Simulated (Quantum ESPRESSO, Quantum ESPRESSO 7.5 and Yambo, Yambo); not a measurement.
## Quasiparticle gap of ZnSe (Stilleite) in Yambo

Wanted: ground state, empty states, screening and self-energy for ZnSe (Stilleite).

Method: PBE and many-body steps on it, plane waves, in Quantum ESPRESSO 7.5 and Yambo 5.3.0.

**What was measured.**

- Gap 2.695 ± 0.003 eV: excitonic gap from free-exciton PL, not corrected for exciton binding; photoluminescence; 300 K; bulk crystal (Bridgman-grown crystal, polished and etched) (“Alloy Disordering Effects on the Thermal Conductivity and Energy Gap Temperature Dependence of Cd1−xZnxSe Ternary Crystals Grown by the Bridgman Method”, 2023, pmc:10253836).

## (1) Starting point

The structure is cubic, space group F-43m (No. 216). The conventional cell has a = 5.668 Å, b = 5.668 Å, c = 5.668 Å, α = 90.00°, β = 90.00°, γ = 90.00°. Zn has 4 Se at 2.45 Å nearest. Nearest to Se lie 4 Zn at 2.45 Å. Farther neighbours and most contacts between anions are not listed.

Coordinates:

```cif
data_structure
_symmetry_space_group_name_H-M 'P 1'
_symmetry_Int_Tables_number 1
_cell_length_a 4.0076
_cell_length_b 4.0076
_cell_length_c 4.0076
_cell_angle_alpha 60.000
_cell_angle_beta 60.000
_cell_angle_gamma 60.000
_cell_volume 45.51
loop_
_atom_site_label
_atom_site_type_symbol
_atom_site_fract_x
_atom_site_fract_y
_atom_site_fract_z
_atom_site_occupancy
Zn1 Zn 0.00000 0.00000 0.00000 1
Se2 Se 0.25000 0.25000 0.25000 1
```

The cell and positions come from the Crystallography Open Database and are kept as given unless a step says otherwise.

## (2) Ground state

This step: Quantum ESPRESSO 7.5; DFT, PBE with spin-orbit coupling, plane waves, norm-conserving pseudopotentials.

The ground-state density comes first.

File pw.in:

```
&control
  calculation = 'scf'
  prefix = 'x'
  outdir = 'o'
  pseudo_dir = 'pseudo'
/
&system
  ibrav = 0
  nat = 2
  ntyp = 2
  ecutwfc = 78.0
  nbnd = 46
  force_symmorphic = .true.
  noncolin = .true.
  lspinorb = .true.
/
&electrons
  conv_thr = 1e-10
  electron_maxstep = 80
  mixing_beta = 0.5
/
ATOMIC_SPECIES
  Zn 65.38 Zn.upf
  Se 78.971 Se.upf
CELL_PARAMETERS angstrom
  -0.0000000000 2.8338000000 2.8338000000
  2.8338000000 -0.0000000000 2.8338000000
  2.8338000000 2.8338000000 0.0000000000
ATOMIC_POSITIONS crystal
  Zn 0.0000000000 0.0000000000 0.0000000000
  Se 0.2500000000 0.2500000000 0.2500000000
K_POINTS automatic
  6 6 6 0 0 0
```

Launch:

```bash
> OMP_NUM_THREADS=1 mpirun -n 4 pw.x -nk 4 -in pw.in > pw.out
```

What it wrote:

```text
Program PWSCF v.7.5 starts

     This program is part of the open-source Quantum ESPRESSO suite
     for quantum simulation of materials; please cite
         "P. Giannozzi et al., J. Phys.:Condens. Matter 21 395502 (2009);
         "P. Giannozzi et al., J. Phys.:Condens. Matter 29 465901 (2017);
         "P. Giannozzi et al., J. Chem. Phys. 152 154105 (2020);
     in publications or presentations arising from this work. More details at
     Message from routine setup:
     using ibrav=0 with symmetry is DISCOURAGED, use correct ibrav instead

     G-vector sticks info

     bravais-lattice index     =            0
     lattice parameter (alat)  =       7.5733  a.u.
     unit-cell volume          =     307.1384 (a.u.)^3
     number of atoms/cell      =            2
     number of atomic types    =            2
     number of electrons       =        36.00
     number of Kohn-Sham states=           46
     kinetic-energy cutoff     =      78.0000  Ry
     charge density cutoff     =     312.0000  Ry
     scf convergence threshold =      1.0E-10
     mixing beta               =       0.5000
     number of iterations used =            8  plain     mixing
     Exchange-correlation= PBE
                           (   1   4   3   4   0   0   0)
     Non magnetic calculation with spin-orbit

     celldm(1)=   7.573263  celldm(2)=   0.000000  celldm(3)=   0.000000
     celldm(4)=   0.000000  celldm(5)=   0.000000  celldm(6)=   0.000000

     crystal axes: (cart. coord. in units of alat)
               a(1) = (  -0.000000   0.707107   0.707107 )
               a(2) = (   0.707107  -0.000000   0.707107 )
               a(3) = (   0.707107   0.707107   0.000000 )

     reciprocal axes: (cart. coord. in units 2 pi/alat)
               b(1) = ( -0.707107  0.707107  0.707107 )
               b(2) = (  0.707107 -0.707107  0.707107 )
               b(3) = (  0.707107  0.707107 -0.707107 )
     Pseudo is Norm-conserving + core correction, Zval = 20.0
     Generated using ONCVPSP code by D. R. Hamann
     Using radial grid of 1326 points, 10 beta functions with:
     Pseudo is Norm-conserving + core correction, Zval = 16.0
     Generated using ONCVPSP code by D. R. Hamann
     Using radial grid of 1214 points, 10 beta functions with:
     Zn               20.00    65.38000     Zn( 1.00)
     Se               16.00    78.97100     Se( 1.00)

     24 Sym. Ops. (no inversion) found

   Cartesian axes

     site n.     atom                  positions (alat units)
         1        Zn     tau(   1) = (   0.0000000   0.0000000   0.0000000  )
         2        Se     tau(   2) = (   0.3535534   0.3535534   0.3535534  )

     number of k points=    16
                       cart. coord. in units 2pi/alat
        k(    1) = (   0.0000000   0.0000000   0.0000000), wk =   0.0046296
        k(    2) = (   0.1178511   0.1178511  -0.1178511), wk =   0.0370370
        k(    3) = (   0.2357023   0.2357023  -0.2357023), wk =   0.0370370
        k(    4) = (  -0.3535534  -0.3535534   0.3535534), wk =   0.0185185
        k(    5) = (   0.2357023   0.0000000  -0.0000000), wk =   0.0277778
        k(    6) = (   0.3535534   0.1178511  -0.1178511), wk =   0.1111111
        k(    7) = (  -0.2357023  -0.4714045   0.4714045), wk =   0.1111111
        k(    8) = (  -0.1178511  -0.3535534   0.3535534), wk =   0.1111111
        k(    9) = (   0.0000000  -0.2357023   0.2357023), wk =   0.0555556
        k(   10) = (   0.4714045   0.0000000  -0.0000000), wk =   0.0277778
     [... 4 further rows ...]
        k(   15) = (  -0.1178511  -0.3535534   0.5892557), wk =   0.1111111
        k(   16) = (  -0.7071068   0.2357023   0.0000000), wk =   0.0555556

     Dense  grid:    28571 G-vectors     FFT dimensions: (  45,  45,  45)

     Initial potential from superposition of free atoms

     starting charge      35.9998, renormalised to      36.0000
     Starting wfcs are   38 randomized atomic wfcs +    8 random wfcs

     per-process dynamical memory:    63.8 Mb

     Self-consistent Calculation

     iteration #  1     ecut=    78.00 Ry     beta= 0.50

     Threshold (ethr) on eigenvalues was too large:
     Diagonalizing with lowered threshold

     total energy              =    -660.54791600 Ry
     estimated scf accuracy    <       0.06817976 Ry

     iteration #  2     ecut=    78.00 Ry     beta= 0.50

     total energy              =    -660.56419918 Ry
     estimated scf accuracy    <       0.00710094 Ry

     iteration #  3     ecut=    78.00 Ry     beta= 0.50

     total energy              =    -660.56509812 Ry
     estimated scf accuracy    <       0.00094462 Ry

     iteration #  4     ecut=    78.00 Ry     beta= 0.50

     total energy              =    -660.56515456 Ry
     estimated scf accuracy    <       0.00003851 Ry

     iteration #  5     ecut=    78.00 Ry     beta= 0.50

     total energy              =    -660.56515951 Ry
     estimated scf accuracy    <       0.00000252 Ry

     iteration #  6     ecut=    78.00 Ry     beta= 0.50

     total energy              =    -660.56515987 Ry
     estimated scf accuracy    <       0.00000018 Ry

     iteration #  7     ecut=    78.00 Ry     beta= 0.50

     total energy              =    -660.56515993 Ry
     estimated scf accuracy    <       0.00000004 Ry

     iteration #  8     ecut=    78.00 Ry     beta= 0.50

     total energy              =    -660.56515994 Ry
     estimated scf accuracy    <          2.8E-09 Ry

     iteration #  9     ecut=    78.00 Ry     beta= 0.50

     total energy              =    -660.56515994 Ry
     estimated scf accuracy    <          2.1E-09 Ry

     iteration # 10     ecut=    78.00 Ry     beta= 0.50

     End of self-consistent calculation

          k = 0.0000 0.0000 0.0000 (  3527 PWs)   bands (ev):

  -116.8180-116.8180 -73.0541 -73.0541 -69.9893 -69.9893 -69.9893 -69.9893
   -39.0346 -39.0346 -39.0346 -39.0346 -38.1427 -38.1427 -38.1397 -38.1397
   -38.1397 -38.1397  -4.8653  -4.8653   1.7364   1.7364   1.7364   1.7364
     1.9574   1.9574   2.2735   2.2735   2.2735   2.2735   8.1352   8.1352
     8.5172   8.5172   8.5172   8.5172   9.6809   9.6809  14.1054  14.1054
    14.2514  14.2514  14.2514  14.2514  18.3332  18.3332

          k = 0.1179 0.1179-0.1179 (  3593 PWs)   bands (ev):

  -116.8180-116.8180 -73.0541 -73.0541 -69.9893 -69.9893 -69.9893 -69.9893
   -39.0348 -39.0348 -39.0347 -39.0347 -38.1429 -38.1429 -38.1399 -38.1399
   -38.1399 -38.1399  -4.6910  -4.6910   1.7357   1.7631   1.7631   1.7667
     1.9814   1.9814   2.2630   2.2630   2.2655   2.3030   6.4777   6.4777
     8.0207   8.0207   8.2542   8.2661  10.9447  10.9447  14.2679  14.2679
    14.5560  14.5560  14.6552  14.6576  18.8679  18.8725

          k = 0.2357 0.2357-0.2357 (  3561 PWs)   bands (ev):

  -116.8180-116.8180 -73.0541 -73.0541 -69.9893 -69.9893 -69.9893 -69.9893
   -39.0347 -39.0347 -39.0345 -39.0345 -38.1427 -38.1427 -38.1399 -38.1399
   -38.1397 -38.1397  -4.2997  -4.2997   1.7576   1.7893   1.8912   1.8912
     2.0515   2.0515   2.2695   2.2695   2.2970   2.3357   4.3362   4.3362
     7.5940   7.5940   7.8211   7.8327  11.0744  11.0744  14.8367  14.8367
    14.9151  14.9171  15.9619  15.9619  18.8247  18.8248

          k =-0.3536-0.3536 0.3536 (  3582 PWs)   bands (ev):

     [... further k-points ...]

     highest occupied, lowest unoccupied level (ev):     8.5172    9.6809

!    total energy              =    -660.56515994 Ry
     estimated scf accuracy    <          3.9E-11 Ry

     The total energy is the sum of the following terms:
     one-electron contribution =    -488.34977057 Ry
     hartree contribution      =     249.90548852 Ry
     xc contribution           =     -93.37774820 Ry
     ewald contribution        =    -328.74312968 Ry

     convergence has been achieved in  10 iterations

     XML data file, charge density, pseudopotentials, collected wavefunctions

=------------------------------------------------------------------------------=
   JOB DONE.
=------------------------------------------------------------------------------=
```

It took 25 s on 4 MPI ranks of Arm Neoverse V2, shared host; peak memory 0.51 GiB.

Numbers from this step:

```
total energy               : -8987.4469 eV
gap                        : 1.164 eV
k of the valence top       : 0, 0, 0
k of the conduction bottom : 0, 0, 0
least direct gap           : 1.164 eV
```

The gap is direct, at Γ.

## (3) Bands along the symmetry lines

Levels along a band path, at the cheap level, show where the edges lie and whether the meshes to come will hold them.

File pw.in:

```
&control
  calculation = 'bands'
  prefix = 'x'
  outdir = 'o'
  pseudo_dir = 'pseudo'
/
&system
  ibrav = 0
  nat = 2
  ntyp = 2
  ecutwfc = 78.0
  nbnd = 48
  force_symmorphic = .true.
  noncolin = .true.
  lspinorb = .true.
/
&electrons
  conv_thr = 1e-9
  electron_maxstep = 80
  diago_full_acc = .true.
  diago_thr_init = 5e-6
/
ATOMIC_SPECIES
  Zn 65.38 Zn.upf
  Se 78.971 Se.upf
CELL_PARAMETERS angstrom
  -0.0000000000 2.8338000000 2.8338000000
  2.8338000000 -0.0000000000 2.8338000000
  2.8338000000 2.8338000000 0.0000000000
ATOMIC_POSITIONS crystal
  Zn 0.0000000000 0.0000000000 0.0000000000
  Se 0.2500000000 0.2500000000 0.2500000000
K_POINTS crystal
  50
  0.00000000 0.00000000 0.00000000 1
  -0.06250000 -0.06250000 0.00000000 1
  -0.12500000 -0.12500000 0.00000000 1
  -0.18750000 -0.18750000 0.00000000 1
  -0.25000000 -0.25000000 0.00000000 1
  -0.31250000 -0.31250000 0.00000000 1
  -0.37500000 -0.37500000 0.00000000 1
  -0.43750000 -0.43750000 0.00000000 1
  -0.50000000 -0.50000000 0.00000000 1
  -0.48437500 -0.48437500 0.03125000 1
  -0.46875000 -0.46875000 0.06250000 1
  -0.45312500 -0.45312500 0.09375000 1
  -0.43750000 -0.43750000 0.12500000 1
  -0.42187500 -0.42187500 0.15625000 1
  -0.40625000 -0.40625000 0.18750000 1
  -0.39062500 -0.39062500 0.21875000 1
  -0.37500000 -0.37500000 0.25000000 1
  -0.37500000 0.00000000 0.37500000 1
  -0.32812500 0.00000000 0.32812500 1
  -0.28125000 0.00000000 0.28125000 1
  -0.23437500 0.00000000 0.23437500 1
  -0.18750000 0.00000000 0.18750000 1
  -0.14062500 0.00000000 0.14062500 1
  -0.09375000 0.00000000 0.09375000 1
  -0.04687500 0.00000000 0.04687500 1
  0.00000000 0.00000000 0.00000000 1
  0.00000000 0.00000000 0.06250000 1
  0.00000000 0.00000000 0.12500000 1
  0.00000000 0.00000000 0.18750000 1
  0.00000000 0.00000000 0.25000000 1
  0.00000000 0.00000000 0.31250000 1
  0.00000000 0.00000000 0.37500000 1
  0.00000000 0.00000000 0.43750000 1
  0.00000000 0.00000000 0.50000000 1
  -0.06250000 -0.03125000 0.46875000 1
  -0.12500000 -0.06250000 0.43750000 1
  -0.18750000 -0.09375000 0.40625000 1
  -0.25000000 -0.12500000 0.37500000 1
  -0.31250000 -0.15625000 0.34375000 1
  -0.37500000 -0.18750000 0.31250000 1
  -0.43750000 -0.21875000 0.28125000 1
  -0.50000000 -0.25000000 0.25000000 1
  -0.50000000 -0.28125000 0.21875000 1
  -0.50000000 -0.31250000 0.18750000 1
  -0.50000000 -0.34375000 0.15625000 1
  -0.50000000 -0.37500000 0.12500000 1
  -0.50000000 -0.40625000 0.09375000 1
  -0.50000000 -0.43750000 0.06250000 1
  -0.50000000 -0.46875000 0.03125000 1
  -0.50000000 -0.50000000 0.00000000 1
```

What it wrote:

```text
[banner, memory and clock lines left out]
Program PWSCF v.7.5 starts

     Atomic positions and unit cell read from directory:
     o/x.save/

     Message from routine setup:
     using ibrav=0 with symmetry is DISCOURAGED, use correct ibrav instead

     G-vector sticks info

     bravais-lattice index     =            0
     lattice parameter (alat)  =       7.5733  a.u.
     unit-cell volume          =     307.1384 (a.u.)^3
     number of atoms/cell      =            2
     number of atomic types    =            2
     number of electrons       =        36.00
     number of Kohn-Sham states=           48
     kinetic-energy cutoff     =      78.0000  Ry
     charge density cutoff     =     312.0000  Ry
     Exchange-correlation= PBE
                           (   1   4   3   4   0   0   0)
     Non magnetic calculation with spin-orbit

     celldm(1)=   7.573263  celldm(2)=   0.000000  celldm(3)=   0.000000
     celldm(4)=   0.000000  celldm(5)=   0.000000  celldm(6)=   0.000000

     crystal axes: (cart. coord. in units of alat)
               a(1) = (  -0.000000   0.707107   0.707107 )
               a(2) = (   0.707107  -0.000000   0.707107 )
               a(3) = (   0.707107   0.707107   0.000000 )

     reciprocal axes: (cart. coord. in units 2 pi/alat)
               b(1) = ( -0.707107  0.707107  0.707107 )
               b(2) = (  0.707107 -0.707107  0.707107 )
               b(3) = (  0.707107  0.707107 -0.707107 )
     Pseudo is Norm-conserving + core correction, Zval = 20.0
     Generated using ONCVPSP code by D. R. Hamann
     Using radial grid of 1326 points, 10 beta functions with:
     Pseudo is Norm-conserving + core correction, Zval = 16.0
     Generated using ONCVPSP code by D. R. Hamann
     Using radial grid of 1214 points, 10 beta functions with:
     Zn               20.00    65.38000     Zn( 1.00)
     Se               16.00    78.97100     Se( 1.00)

     24 Sym. Ops. (no inversion) found

   Cartesian axes

     site n.     atom                  positions (alat units)
         1        Zn     tau(   1) = (   0.0000000   0.0000000   0.0000000  )
         2        Se     tau(   2) = (   0.3535534   0.3535534   0.3535534  )

     number of k points=    50
                       cart. coord. in units 2pi/alat
        k(    1) = (   0.0000000   0.0000000   0.0000000), wk =   0.0200000
        k(    2) = (   0.0000000   0.0000000  -0.0883883), wk =   0.0200000
        k(    3) = (   0.0000000   0.0000000  -0.1767767), wk =   0.0200000
[...]
[... 38 further rows ...]
        k(   49) = (   0.0441942  -0.0000000  -0.7071068), wk =   0.0200000
        k(   50) = (   0.0000000   0.0000000  -0.7071068), wk =   0.0200000

     Dense  grid:    28571 G-vectors     FFT dimensions: (  45,  45,  45)

     The potential is recalculated from file :
     o/x.save/charge-density

     Starting wfcs are   38 randomized atomic wfcs +   10 random wfcs

     Band Structure Calculation

     End of band structure calculation

          k = 0.0000 0.0000 0.0000 (  3527 PWs)   bands (ev):

  -116.8181-116.8181 -73.0542 -73.0542 -69.9894 -69.9894 -69.9894 -69.9894
   -39.0345 -39.0345 -39.0345 -39.0345 -38.1426 -38.1426 -38.1396 -38.1396
   -38.1396 -38.1396  -4.8653  -4.8653   1.7363   1.7363   1.7363   1.7363
     1.9573   1.9573   2.2735   2.2735   2.2735   2.2735   8.1352   8.1352
[...]
k = 0.0000 0.0000-0.0884 (  3587 PWs)   bands (ev):

  -116.8181-116.8181 -73.0542 -73.0542 -69.9894 -69.9894 -69.9894 -69.9894
[...]
k = 0.0000 0.0000-0.1768 (  3599 PWs)   bands (ev):

  -116.8181-116.8181 -73.0542 -73.0542 -69.9894 -69.9894 -69.9894 -69.9894
[...]
k =-0.0000 0.0000-0.2652 (  3583 PWs)   bands (ev):

[...]
k = 0.0000 0.0000-0.3536 (  3591 PWs)   bands (ev):

[...]
k = 0.0000-0.0000-0.4419 (  3559 PWs)   bands (ev):

[...]
k =-0.0000 0.0000-0.5303 (  3563 PWs)   bands (ev):

[...]
k = 0.0000-0.0000-0.6187 (  3559 PWs)   bands (ev):

[...]
k = 0.5303-0.0000-0.5303 (  3568 PWs)   bands (ev):

[...]
k = 0.0000 0.0000 0.0000 (  3527 PWs)   bands (ev):

[...]
k = 0.1326 0.0000-0.7071 (  3564 PWs)   bands (ev):

[...]
k = 0.0884-0.0000-0.7071 (  3560 PWs)   bands (ev):

[...]
k = 0.0442-0.0000-0.7071 (  3558 PWs)   bands (ev):

  -116.8181-116.8181 -73.0542 -73.0542 -69.9895 -69.9895 -69.9894 -69.9894
[...]
k = 0.0000 0.0000-0.7071 (  3572 PWs)   bands (ev):

  -116.8181-116.8181 -73.0543 -73.0543 -69.9895 -69.9895 -69.9894 -69.9894
[...]
6.1209   6.1209   6.2927   6.2927  11.3804  11.3804  11.8574  11.8574
    19.0754  19.0754  19.6527  19.6527  19.6753  19.6753  22.3728  22.3728

     XML data file, pseudopotentials, collected wavefunctions
```

The job ended after 21 s (4 MPI ranks; peak memory 0.36 GiB).

This step gave:

| Item | Value |
| --- | --- |
| gap | 1.164 eV |
| k of the valence top | 0, 0, 0 |
| k of the conduction bottom | 0, 0, 0 |
| least direct gap | 1.164 eV |

The gap is 1.164 eV, as in the run before at this level.

The electronic bands at the labelled points (eV, zero at the top of the highest filled band):

```
    point  band 33  band 34  band 35  band 36  band 37  band 38  band 39  band 40
        Γ     0.00     0.00     0.00     0.00     1.16     1.16     5.59     5.59
  halfway    -1.47    -1.47    -1.28    -1.28     3.80     3.80     3.90     3.90
        X    -2.40    -2.40    -2.22    -2.22     2.86     2.86     3.34     3.34
  halfway    -2.73    -2.67    -2.20    -2.19     3.12     3.14     3.91     3.96
        U    -3.27    -3.16    -1.91    -1.91     3.46     3.46     5.42     5.53
jump to K    -3.27    -3.16    -1.91    -1.91     3.46     3.46     5.42     5.53
  halfway    -1.91    -1.83    -0.62    -0.61     3.63     3.70     5.80     5.88
        Γ     0.00     0.00     0.00     0.00     1.16     1.16     5.59     5.59
  halfway    -0.72    -0.72    -0.49    -0.48     2.62     2.62     6.27     6.27
        L    -1.11    -1.11    -0.88    -0.88     2.42     2.42     6.23     6.23
  halfway    -2.58    -2.49    -1.61    -1.56     4.07     4.14     5.42     5.43
        W    -3.00    -2.82    -2.77    -2.75     5.26     5.36     5.44     5.51
  halfway    -2.72    -2.61    -2.51    -2.50     3.74     3.76     4.13     4.20
        X    -2.40    -2.40    -2.22    -2.22     2.86     2.86     3.34     3.34
```

(Continued in part 2 of 3.)

[Paths, hosts, dates, memory and timing lines, banners, echoed tables and standing remarks are left out of the program output.]

[Logs are printed without paths, hosts, clocks, repeated set-up lines and the standing remarks that a program may print on its own settings, such as how far it seeks lower states.]

[Runs of the session that timed out or met a known fault of the program may be left out.]

[Hosts, paths, dates, database ids (printed as entryN), source tags and the programs' standing remarks are cut or masked in the printed files.]
